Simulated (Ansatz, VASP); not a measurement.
# Al35RuN36 (Ru_Al) in two plane-wave programs

One calculation is typed for both programs; each brings its own data sets. How far apart do they land? The cell is taken from a series of runs on this material, whose earlier steps may have relaxed, scaled, displaced or heated it; both programs get it as it stands.

Method: plane waves, with VASP 6.6.1 beside it; single point at r2SCAN, in Ansatz 0.2.0.

### Step 1. Starting point

The cell holds 72 atoms: 35 Al, 36 N and 1 Ru. Its edges and angles: a = 9.320 Å, b = 9.320 Å, c = 9.956 Å, α = 90.0°, β = 90.0°, γ = 120.0°. It derives from AlN (AlN (P6_3mc)). Nearest the centre at fractional (0.444, 0.556, 0.500): Ru72 at 0.34 Å, N55 at 1.90 Å, N52 at 2.07 Å, N40 at 2.11 Å, N56 at 2.24 Å, N53 at 2.98 Å, Al18 at 3.02 Å, Al7 at 3.02 Å.

Coordinates:

```
Al N Ru
1.0
     9.31957    0.00000    0.00000
    -4.65978    8.07098    0.00000
     0.00000    0.00000    9.95648
Al N Ru
35 36 1
Direct
  0.22159 0.10975 0.25003
  0.10978 0.21714 0.50215
  0.22133 0.10946 0.75058
  0.11165 0.22223 0.99874
  0.21732 0.44007 0.25259
  0.11039 0.55147 0.50071
  0.22563 0.44570 0.74622
  0.11102 0.55493 0.99938
  0.22247 0.77635 0.25024
  0.10951 0.88465 0.49955
  0.22186 0.77655 0.74995
  0.11076 0.88788 0.00056
  0.55426 0.11156 0.25153
  0.43987 0.21805 0.50213
  0.55620 0.11240 0.75036
  0.44384 0.22237 0.99869
  0.55573 0.44090 0.25184
  0.55309 0.44618 0.74640
  0.44495 0.55729 0.00274
  0.56153 0.78876 0.24861
  0.44444 0.89359 0.50279
  0.55545 0.77697 0.74774
  0.44423 0.88993 0.99860
  0.89068 0.11143 0.25231
  0.77715 0.22053 0.49852
  0.88934 0.11224 0.75032
  0.77792 0.22247 0.00124
  0.88878 0.44470 0.25182
  0.77268 0.55336 0.50063
  0.88827 0.44385 0.74926
  0.77705 0.55506 0.99933
  0.88800 0.77674 0.25011
  0.78228 0.89173 0.50302
  0.88828 0.77667 0.75013
  0.77916 0.89000 0.99855
  0.21917 0.10560 0.44064
  0.11156 0.22014 0.18781
  0.22118 0.10951 0.94040
  0.11132 0.22054 0.69285
  0.19545 0.42333 0.43681
  0.11055 0.55471 0.18934
  0.22373 0.44540 0.94071
  0.11063 0.55461 0.69154
  0.22198 0.77553 0.44094
  0.11077 0.88692 0.19065
  0.22155 0.77746 0.94019
  0.11058 0.88702 0.69050
  0.55320 0.11213 0.44122
  0.44274 0.22054 0.18784
  0.55635 0.11262 0.94045
  0.44302 0.22087 0.69272
  0.55859 0.42584 0.43676
  0.44585 0.55881 0.20027
  0.55418 0.44559 0.94082
  0.44589 0.55881 0.69076
  0.57863 0.82121 0.43382
  0.44333 0.89067 0.18780
  0.55583 0.77883 0.94165
  0.44444 0.89021 0.69291
  0.89074 0.11105 0.44165
  0.77778 0.22163 0.19195
  0.88899 0.11260 0.94043
  0.77769 0.22181 0.69020
  0.88764 0.44474 0.44154
  0.77766 0.55491 0.18926
  0.88831 0.44412 0.94028
  0.77729 0.55478 0.69159
  0.88858 0.77651 0.44038
  0.78168 0.89075 0.18766
  0.88903 0.77755 0.94034
  0.77996 0.89022 0.69332
  0.45443 0.57725 0.47025
```

### Step 2. Ansatz: single point, r2SCAN

Ansatz runs on its PAW soft_1 files.

A single point gives forces, pressure and levels at one fixed geometry, so differences don't come from the geometry; what else differs is listed under the comparison.

input.yaml reads:

```yaml
crystal:
  checkpoint: "../qm1.relax.run"
  host: checkpoint
basis:
  ecutwfc: 500
  xc_grid: 2
hamiltonian:
  xc: r2scan
  pseudopotentials: { kind: paw, azcp: { folder: soft_1 } }
kpoints:
  mp_grid: { grid: [2, 2, 2], shift: [0.5, 0.5, 0.5] }
scf:
  occupations: { method: fermi_dirac, width: 0.01 }
  max_iter: 80
output:
  forces: true
  eigenvalues: true
  charged_corrections: { defect_position: [0.444444, 0.555556, 0.499602] }
checkpoint:
  read: "../qm1.relax.run"
  write: "../qm1.point_neutral.run"
  compress: false
  write_wavefunctions: false
  write_every: 100000
magnetization:
  spin_polarized: true
  initial_magnetization: 1
  spin_locking: { lock_magnetization: hard }
```

Started as:

```bash
> ansatz run input.yaml --threads 4 --pin off --max-ram 15073MiB --backend cpu --events-out ev --progress --plain --runs-dir out
```

Numbers of over 12 decimals in the logs are rounded to 6 here.

Log:

```text
Warning: This run holds its total moment fixed (magnetization.spin_locking.lock_magnetization: hard) and mixes its density by anderson or broyden (scf.mixing.algorithm, typed or taken by auto). Slabs with a fixed moment have converged under broyden above another state at the same moment, at the default mixing steps and at smaller ones, and under scf.lower_state_search: standard, light or off a state that such a mixer [...]
checkpoint.read: neither the saved density nor the saved orbitals are used: the state is of another total charge, and does not settle where this run's electrons and spins go. The run starts from its atoms. Which states do: the manual's quickstart, A charge series.
crystal.checkpoint: the structure is that of <dir>, a `relax` run, at its step 8: its result, under r2scan at a charge of -1 e; 72 atoms read, 0 with a starting moment; this deck's charge is 0 e; no density is read with it (checkpoint.read); crystal.structure_sha256 for this input is
Engine: ansatz 0.2.0, aarch64-unknown-linux-gnu
Pseudopotentials: kind: paw
Pseudopotential: Al, paw, valence charge 3, recommended cutoff 500 eV (meta_gga), soft_1/Al.paw.azcp
Pseudopotential: N, paw, valence charge 5, recommended cutoff 500 eV (meta_gga), soft_1/N.paw.azcp
Pseudopotential: Ru, paw, valence charge 16, recommended cutoff 500 eV (meta_gga), soft_1/Ru.paw.azcp
Functional definition: r2SCAN
  parameter k0 = 0.174
  parameter k1 = 0.065
  parameter a1 = 4.9479
  exchange = r2scan_x(k0 = k0, k1 = k1, a1 = a1)
  correlation = r2scan_c
Crystal: 72 atoms, lattice volume = 748.907 Å³
Basis set: ecut = 500 eV, 18913 PW (Γ), exchange–correlation on 144×144×150 points (8 copies of the dense FFT grid, shifted against one another)
Bands: 223, of which v1, the nominal top of the filled ones, is band 151 counted from 1 (150 counted from 0)
Symmetry: 1 space group operations
Space group: P1 (ITA 1), of the structure as read, at distance tolerance 9.1e-5 Å
Magnetic group: BNS 1.1 (UNI 1), of the structure as read, at distance tolerance 9.1e-5 Å
k-points: 4 of 8 (time reversal used)
Non-local potential: Al, projectors of the file, l = 0: 2, l = 1: 2, l = 2: 1
Non-local potential: N, projectors of the file, l = 0: 2, l = 1: 2, l = 2: 1
Non-local potential: Ru, projectors of the file, l = 0: 3, l = 1: 2, l = 2: 2, l = 3: 1
PAW form: soft (Blöchl's): semilocal exchange-correlation on the pseudo side does not see the compensation charge
PAW frozen core: Al, regenerated for the run's functional (the file was generated under x = pbe(κ = 0.804, μ = 0.219515), c = pbe(β = 0.066725))
PAW frozen core: N, regenerated for the run's functional (the file was generated under x = pbe(κ = 0.804, μ = 0.219515), c = pbe(β = 0.066725))
PAW frozen core: Ru, regenerated for the run's functional (the file was generated under x = pbe(κ = 0.804, μ = 0.219515), c = pbe(β = 0.066725))
PAW one-centre angular grid: Al, 302 points (default); XC on 160 Gauss nodes
PAW one-centre angular grid: N, 302 points (default); XC on 160 Gauss nodes
PAW one-centre angular grid: Ru, 590 points (default); XC on 160 Gauss nodes
Initial density: superposition of atomic densities (chi_scale 0.1, normalization cell, long waves kept (reshape's long-wave potential 0.05 eV rms))
Starting moments: Σ|m| = 1 μB on 72 of 72 sites
Initial wavefunctions: pseudopotential atomic-orbital guess
Functional: x = r2scan, c = r2scan; τ floored in thin density (d = 2e-4 eV/Å³)
SCF iter   1: F=—  HF=-38466.905445 eV  |F-HF|=—  |Δ(HF+E_count)|=         —  Δρ=4.32e-2 (↑4.29e-2 ↓4.32e-2)  dr2=6.48e1  dr2_τ=2.24e0  dr2_m=1.34e-1  M=1.000 μB ∫|m|=1.036 μB  β_m=1.00  ethr=3.10e-3  ⟨swp⟩=6.0  Hψ=7037  notcnv=0  defer=405
preconditioner: auto → Resta (q_TF=auto, 2.344 Å⁻¹)  ε∞=3.9  [insulator: Δε(μ)=0.167 eV  Ē_g=13.658 eV  σ=0.010 eV  W_gap=1.00  n_scr=162 (ndim 8)  ℏωp=23.2 eV  f_vac=0.000  D(μ)=0.02/eV (n_scr^D=0)  ε∞_Penn≈3.9]
spin=Collinear: Resta preconditioning applied to the charge; magnetization (m = ρ↑ − ρ↓) channel mixes plain (no charge-response kernel on spin).
SCF iter   2: F=—  HF=-38609.107868 eV  |F-HF|=—  |Δ(HF+E_count)|=    1.42e2  Δρ=3.19e-2 (↑3.19e-2 ↓3.19e-2)  dr2=3.62e1  dr2_τ=7.50e-2  dr2_m=1.76e-2  M=1.000 μB ∫|m|=1.113 μB  β_m=1.00  ethr=3.10e-3  ⟨swp⟩=2.0  Hψ=3236  notcnv=0  defer=540  κ⁻¹=1.0e0(r=1)
[...]
atom  67  N     -0.47011342    -0.27174350     0.11003898
  atom  68  N     -0.15161194    -0.06189402     0.29163328
  atom  69  Al     0.18203350     0.04403815     0.17276295
  atom  70  Al     0.04610215     0.05691629    -0.08788897
  atom  71  N     -0.01532881    -0.04818131     0.00543828
  atom  72  N     -0.17795645    -0.21378212    -0.31579494
  max |Σ_I F_I| component: 2.47e-2 eV/Å
--- Band table (eV; the first three rows and the last of 8) ---
  k-point 0 ↑: bands = [... 147 lower, 6.9189, 7.9805, 8.1794, 8.6450, 9.6161, 10.2463, 13.1629, 13.1897, ... 68 higher]
  k-point 1 ↑: bands = [... 147 lower, 6.9144, 7.9810, 8.1790, 8.6448, 9.6168, 10.2466, 13.1445, 13.2036, ... 68 higher]
  k-point 2 ↑: bands = [... 147 lower, 6.9430, 7.9557, 8.1743, 8.8528, 9.6638, 10.2383, 12.6592, 13.0613, ... 68 higher]
  k-point 3 ↓: bands = [... 147 lower, 6.9430, 8.1730, 8.4587, 9.9010, 10.1584, 10.4983, 12.7047, 13.1236, ... 68 higher]
```

### Step 3. VASP: single point, r2SCAN

The same cell, functional, mesh and smearing now go to VASP, with its own data sets.

Lines of VASP's logs that name or quote its potential files are left out, and so is its time.

INCAR reads:

```
SYSTEM = Al35RuN36
PREC = Accurate
ENCUT = 580
EDIFF = 1E-06
NELM = 200
ISMEAR = -1
SIGMA = 0.01
LREAL = Auto
ALGO = Normal
METAGGA = R2SCAN
LASPH = .TRUE.
NBANDS = 200
ISPIN = 2
MAGMOM = 0 0 0 0 -0 0 0 -0 -0 0 -0 0 -0 0 0 0 -0 0 -0 0 0 0 -0 -0 -0 0 0 0 0 0 -0 -0 0 0 -0 -0 0 0 -0 0.05 -0 -0 -0 0.01 0 -0 -0 0.01 0 0 -0 0.04 -0 -0 0 0.03 -0 0 0 0.01 0 0 -0 -0 -0 0 -0 0.01 -0 -0 0 0.48
LMAXMIX = 4
LORBIT = 11
LWAVE = .FALSE.
LCHARG = .FALSE.
ISIF = 2
ISYM = 0
NUPDOWN = 1
GGA_COMPAT = .FALSE.
LMIXTAU = .TRUE.
KPAR = 4
```

POSCAR reads:

```
Al35RuN36
1.0
    9.3195655359      0.0000000860      0.0000000000
   -4.6597828424      8.0709804634      0.0000000000
    0.0000000000      0.0000000000      9.9564777190
Al N Ru
35 36 1
Direct
    0.2215912033      0.1097454319      0.2500252813
    0.1097773499      0.2171414634      0.5021506352
    0.2213294945      0.1094617651      0.7505844091
    0.1116457290      0.2222266794      0.9987406934
    0.2173174954      0.4400692811      0.2525865852
    0.1103869328      0.5514674667      0.5007118681
    0.2256279815      0.4457005340      0.7462196608
    0.1110163341      0.5549307243      0.9993786662
    0.2224735083      0.7763497337      0.2502383711
    0.1095051440      0.8846544819      0.4995477250
    0.2218584563      0.7765461932      0.7499483554
    0.1107606656      0.8878778112      0.0005640995
    0.5542572645      0.1115570923      0.2515347016
    0.4398732087      0.2180509444      0.5021260360
    0.5561958238      0.1123996048      0.7503623634
    0.4438431382      0.2223726667      0.9986917431
    0.5557295239      0.4408968333      0.2518360416
    0.5530943363      0.4461821453      0.7464002113
    0.4449547442      0.5572945945      0.0027406880
    0.5615290385      0.7887633135      0.2486145947
    0.4444422731      0.8935918596      0.5027914558
    0.5554457551      0.7769712119      0.7477353432
    0.4442322120      0.8899276206      0.9986046738
    0.8906785187      0.1114329630      0.2523143057
    0.7771495010      0.2205280577      0.4985245098
    0.8893442727      0.1122396524      0.7503179733
    0.7779246041      0.2224676422      0.0012380478
    0.8887771343      0.4447041490      0.2518170515
    0.7726821796      0.5533571428      0.5006311205
    0.8882749556      0.4438462171      0.7492591708
    0.7770505156      0.5550642678      0.9993309262
    0.8880045747      0.7767361788      0.2501059830
    0.7822785520      0.8917268976      0.5030192518
    0.8882766123      0.7766677187      0.7501273278
    0.7791584233      0.8900047971      0.9985506874
    0.2191732946      0.1055957308      0.4406403948
    0.1115649450      0.2201355050      0.1878055186
    0.2211834025      0.1095089027      0.9403995083
    0.1113204904      0.2205422045      0.6928503001
    0.1954483625      0.4233262633      0.4368132262
    0.1105493026      0.5547071772      0.1893389538
    0.2237281197      0.4454011106      0.9407078226
    0.1106296441      0.5546079164      0.6915419182
    0.2219795522      0.7755270338      0.4409386118
    0.1107710962      0.8869162456      0.1906478129
    0.2215502709      0.7774552738      0.9401943399
    0.1105794402      0.8870186770      0.6905021753
    0.5532040959      0.1121300025      0.4412150844
    0.4427437519      0.2205421582      0.1878425823
    0.5563506042      0.1126210617      0.9404525769
    0.4430162471      0.2208743952      0.6927245334
    0.5585931213      0.4258423108      0.4367610297
    0.4458534884      0.5588090761      0.2002651757
    0.5541802694      0.4455878983      0.9408244974
    0.4458911923      0.5588055792      0.6907643714
    0.5786290002      0.8212121407      0.4338225577
    0.4433293498      0.8906721852      0.1878042939
    0.5558286106      0.7788307384      0.9416495380
    0.4444428948      0.8902138149      0.6929082103
    0.8907396503      0.1110510203      0.4416537768
    0.7777784208      0.2216255101      0.1919544656
    0.8889882410      0.1126028249      0.9404304052
    0.7776923822      0.2218120373      0.6901969756
    0.8876372601      0.4447354760      0.4415392469
    0.7776626831      0.5549079031      0.1892637662
    0.8883066069      0.4441199505      0.9402791295
    0.7772866401      0.5547829198      0.6915865112
    0.8885816183      0.7765060967      0.4403805653
    0.7816846254      0.8907534355      0.1876575692
    0.8890289927      0.7775469050      0.9403357203
    0.7799628745      0.8902171712      0.6933179486
    0.4544268642      0.5772543010      0.4702461538
```

KPOINTS reads:

```
Points of the shifted mesh
8
Reciprocal
 0.2500000000  0.2500000000  0.2500000000 1
 0.2500000000  0.2500000000  0.7500000000 1
 0.2500000000  0.7500000000  0.2500000000 1
 0.2500000000  0.7500000000  0.7500000000 1
 0.7500000000  0.2500000000  0.2500000000 1
 0.7500000000  0.2500000000  0.7500000000 1
 0.7500000000  0.7500000000  0.2500000000 1
 0.7500000000  0.7500000000  0.7500000000 1
```

Potentials, in the order of the species: Al, N and Ru_pv (PBE family, release 64).

Started as:

```bash
> mpirun -np 8 vasp_std
```

Log:

```text
[banner, memory and clock lines left out]
running    8 mpi-ranks, on    1 nodes
[...]
|                                                                             |
|           W    W    AA    RRRRR   N    N  II  N    N   GGGG   !!!           |
|           W    W   A  A   R    R  NN   N  II  NN   N  G    G  !!!           |
|           W    W  A    A  R    R  N N  N  II  N N  N  G       !!!           |
|           W WW W  AAAAAA  RRRRR   N  N N  II  N  N N  G  GGG   !            |
|           WW  WW  A    A  R   R   N   NN  II  N   NN  G    G                |
|           W    W  A    A  R    R  N    N  II  N    N   GGGG   !!!           |
|                                                                             |
|     For optimal performance we recommend to set                             |
|       NCORE = 2 up to number-of-cores-per-socket                            |
|     NCORE specifies how many cores store one orbital (NPAR=cpu/NCORE).      |
|     This setting can greatly improve the performance of VASP for DFT.       |
[...]
|                                                                             |
|     You enforced a specific xc type in the INCAR file but a different       |
|     [... a line on the potential file left out ...]
|     I HOPE YOU KNOW WHAT YOU ARE DOING!                                     |
|                                                                             |

 LDA part: xc-table for (None), standard interpolation
 POSCAR, INCAR and KPOINTS ok, starting setup
[...]
entering main loop
       N       E                     dE             d eps       ncg     rms          rms(c)
DAV:   1     0.132017989527E+04    0.13202E+04   -0.15617E+05  6472   0.154E+03
DAV:   2    -0.703465025024E+03   -0.20236E+04   -0.19354E+04  7904   0.316E+02
DAV:   3    -0.863565053292E+03   -0.16010E+03   -0.15868E+03  7648   0.949E+01
DAV:   4    -0.866408212777E+03   -0.28432E+01   -0.28302E+01  7664   0.132E+01
[...]
DAV:  18    -0.703564734186E+03   -0.16083E-04   -0.21314E-05  6912   0.148E-02    0.676E-03
DAV:  19    -0.703564740336E+03   -0.61506E-05   -0.36210E-06  6248   0.589E-03    0.297E-03
DAV:  20    -0.703564739781E+03    0.55526E-06   -0.20739E-06  4656   0.464E-03
   1 F= -.70356474E+03 E0= -.70356474E+03  d E =-.443185E-13  mag=     1.0000
```

OUTCAR, selected parts (step 3):

```text
  FREE ENERGIE OF THE ION-ELECTRON SYSTEM (eV)
  ---------------------------------------------------
  free  energy   TOTEN  =      -703.5647397809 eV

  energy  without entropy=     -703.5647397809  energy(sigma->0) =     -703.56473978

 magnetization (x)
# of ion       s       p       d       tot
------------------------------------------
    1        0.000   0.000   0.000   0.000
    2        0.002   0.003   0.000   0.004
    3        0.000   0.000   0.000   0.000
    4        0.000   0.000   0.000   0.000
    5       -0.000  -0.000   0.000  -0.000
    6        0.001   0.000   0.000   0.001
    7        0.000   0.001   0.000   0.001
    8        0.000  -0.000   0.000  -0.000
    9       -0.000   0.000   0.000  -0.000
   10        0.000   0.000   0.000   0.001
   11        0.000  -0.000   0.000  -0.000
   12        0.000   0.000   0.000   0.000
   13       -0.000  -0.000   0.000  -0.000
[...]
--------------------------------------------------
tot          0.023   0.173   0.612   0.809
```

The cell holds one magnetic atom, so no antiferromagnetic order fits into it.

### Step 4. Differences

Known differences besides the potentials themselves: VASP starts from the moments at which Ansatz ended; VASP keeps PBE cores, Ansatz makes them for the functional; the data sets hold 301 valence electrons in Ansatz (on its PAW soft_1 files) and 299 in VASP; the cutoff is 500 eV in Ansatz and 580 eV in VASP (PREC = Accurate, projectors in real space); site moments are counted in spheres of each program's own size. Total energies have different zeros and are not compared.

Both answers:

```csv
quantity,Ansatz,VASP,difference
"total moment, fixed by the input (μB)",1.00,1.00,0.00
moment on Ru72 (μB),0.48,0.65,-0.17
```

Forces on 8 of the 72 atoms, those with the largest forces and the largest differences (eV/Å; atoms numbered as in POSCAR):

```csv
atom,"Ansatz x, y, z","VASP x, y, z"
Al2,"0.008, -0.854, 0.405","0.009, -0.860, 0.424"
Al29,"0.983, 0.145, 0.283","0.989, 0.142, 0.289"
Al33,"0.786, 0.723, 0.337","0.793, 0.727, 0.351"
N40,"1.195, 1.403, 0.144","1.180, 1.405, 0.137"
N52,"-1.006, 1.289, 0.171","-0.984, 1.282, 0.163"
N55,"-0.021, 0.084, -0.946","-0.022, 0.079, -0.918"
N56,"-0.244, -1.355, -0.019","-0.248, -1.340, -0.031"
Ru72,"-0.126, -1.389, 0.334","-0.134, -1.394, 0.348"
```

The forces differ by 5.0 meV/Å r.m.s., which is 1.5 % of the r.m.s. force of 0.335 eV/Å (both taken over all components).

### Step 5. Outcome

| Item | Value |
| --- | --- |
| r.m.s. force difference (single point, r2SCAN) | 1.5 % of the r.m.s. force |

What this shows: The r.m.s. force difference is 1.5 % of the r.m.s. force (single point, r2SCAN), within the 3 % picked in this series as the mark of a large difference. The data sets hold unlike numbers of valence electrons (301 in Ansatz and 299 in VASP), so part of the differences comes from the potentials. Such differences can come from data sets, numerical settings and the points named under the comparisons, not from the functional's error against experiment.

[Lines on the potential files, build, host, timing and source positions are cut from VASP's logs without a mark.]

[Logs are printed without paths, hosts, clocks, repeated set-up lines and the standing remarks that a program may print on its own settings, such as how far it seeks lower states.]

[Hosts, paths, dates, database ids (printed as entryN), source tags and the programs' standing remarks are cut or masked in the printed files.]
